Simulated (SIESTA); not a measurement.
Input of a SIESTA 5.4.2 run:

The input run.py:

```python
from ase import Atoms
from ase.calculators.siesta import Siesta
from ase.units import Ry, GPa
from ase.eos import EquationOfState

atoms = Atoms(
    ['Mo', 'Mo', 'Se', 'Se', 'Se', 'Se'],
    cell=[
        [3.288, 0.0, 0.0],
        [-1.644, 2.8474915276, 0.0],
        [0.0, 0.0, 12.9],
    ],
    scaled_positions=[
        [0.6666666667, 0.3333333333, 0.75],
        [0.3333333333, 0.6666666667, 0.25],
        [0.6666666667, 0.3333333333, 0.375],
        [0.3333333333, 0.6666666667, 0.875],
        [0.6666666667, 0.3333333333, 0.125],
        [0.3333333333, 0.6666666667, 0.625],
    ],
    pbc=True,
)

fdf = {
    'SCFMustConverge': False,
    'OccupationFunction': 'FD',
    'ElectronicTemperature': '0.05 eV',
    'MaxSCFIterations': '120',
    'SCF.Mixer.Method': 'Pulay',
    'SCF.Mixer.Weight': '0.25',
    'SCF.Mixer.History': '8',
    'SCF.DM.Tolerance': '5.0e-05',
    'SCF.H.Tolerance': '1.0e-03 eV',
    'WriteForces': 'true',
    'Charge.Mulliken': 'end',
    'PAO.Basis': ['Mo.1 5', 'n=4 0 2', '  3.234 0.000', 'n=5 0 2', '  8.826 0.000', 'n=4 1 2', '  3.729 0.000', 'n=5 1 1', '  8.826', 'n=4 2 2', '  6.749 0.000', 'Se.2 4', 'n=4 0 2', '  5.129 0.000', 'n=4 1 2', '  6.695 0.000', 'n=3 2 2', '  2.657 0.000', 'n=4 2 1', '  6.695'],
}
calc = Siesta(
    label="MoSe2",
    command="siesta < PREFIX.fdf > PREFIX.out",
    pseudo_path="pseudos",
    pseudo_qualifier="",
    xc=('LDA', 'PW92'),
    basis_set="DZP",
    mesh_cutoff=800 * Ry,
    energy_shift=0.003 * Ry,
    kpts=[9, 9, 2],
    spin="non-polarized",
    fdf_arguments=fdf,
)
atoms.calc = calc

cell0 = atoms.cell.copy()
volumes, energies = [], []
for x in [0.94, 0.96, 0.98, 1.0, 1.02, 1.04, 1.06]:
    atoms.set_cell(cell0 * x ** (1 / 3), scale_atoms=True)
    volumes.append(atoms.get_volume() / len(atoms))
    energies.append(atoms.get_potential_energy(force_consistent=True) / len(atoms))
    print(f"V = {volumes[-1]:.5f} A^3/atom   F = {energies[-1]:.6f} eV/atom", flush=True)
v0, e0, b0 = EquationOfState(volumes, energies, eos="birchmurnaghan").fit()
print(f"v0 = {v0:.4f} A^3/atom, e0 = {e0:.5f} eV/atom, B0 = {b0 / GPa:.1f} GPa")
```

Potentials or basis: PseudoDojo 0.4 standard (LDA files), DZP (energy shift 0.003 Ry; two zetas on semicore shells).

Command:

```console
$ python run.py
```

Question: What does it give for the bulk modulus at fixed shape and positions?

Answer: 130 GPa.

Question: Predict the equilibrium volume.

Answer: 21.02 Å³/atom.

Question: Estimate the pressure derivative of the bulk modulus.

Answer: 4.5.

Energy against volume, from the lowest point:
| volume (Å³/atom) | energy (meV/atom) |
| --- | --- |
| 18.922 | 102.42 |
| 19.324 | 64.28 |
| 19.727 | 35.90 |
| 20.129 | 16.31 |
| 20.532 | 4.61 |
| 20.935 | 0.00 |
| 21.337 | 1.80 |

Caveat: the cell was scaled at fixed shape and fractional positions, which overstates the stiffness of a crystal with free parameters, most of all of layers and chains; the basis of atomic orbitals isn't converged, which shifts pressures, moduli and gaps.
